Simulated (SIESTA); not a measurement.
# Te2Pt (Moncheite) under changes of volume

One of the cells (24.143 Å³/atom); the others are scaled copies at fixed shape and fractional positions:

```
Pt Te
1.0
     4.01000    0.00000    0.00000
    -2.00500    3.47276    0.00000
     0.00000    0.00000    5.20100
Pt Te
1 2
Direct
  0.00000 0.00000 0.00000
  0.66667 0.33333 0.75000
  0.33333 0.66667 0.25000
```

| Quantity | Value |
| --- | --- |
| Program | SIESTA 5.4.2 |
| Functional | LDA |
| Potentials or basis | PseudoDojo 0.4 standard (LDA files) |
| Basis | DZP (energy shift 0.003 Ry; two zetas on semicore shells) |
| Grid cutoff | 800 Ry |
| Energy shift | 0.003 Ry |
| k mesh | 8 × 8 × 5 |
| Occupations | fermi-dirac, width 0.05 eV |
| Spin | no spin polarisation |

```csv
volume (Å³/atom),energy over the lowest point (meV/atom),pressure (GPa),largest force (eV/Å)
22.694,?,?,?
23.177,62.96,11.1,1.785
23.660,34.56,7.8,1.464
24.143,15.20,5.0,1.169
24.626,4.00,2.5,0.897
25.108,0.00,0.2,0.646
25.591,2.49,-1.8,0.418
```

Task: What does the run at 22.694 Å³/atom give?

Result: Energy over the lowest point 101.56 meV/atom; pressure 14.7 GPa; largest force 2.135 eV/Å.

Worked out: A Birch-Murnaghan fit of order 3 (a polynomial in V^(-2/3)) to the other rows has its minimum at 25.16 Å³/atom with B0 = V·E''(V) = 111 GPa and B' = 4.8 at fixed shape and positions, which overstates the stiffness. It gives 101.54 meV/atom at 22.694 Å³/atom, against the run's 101.56, and -dE/dV = 14.6 GPa, against 14.7.

Energies are extrapolated to zero smearing.

Caveats: short orbitals over semicore shells can move pressures by several GPa; the basis of atomic orbitals isn't converged, which shifts pressures, moduli and gaps; forces of over 1 eV/Å show positions far from the minimum, so gaps and moduli don't describe the material at rest (some runs).
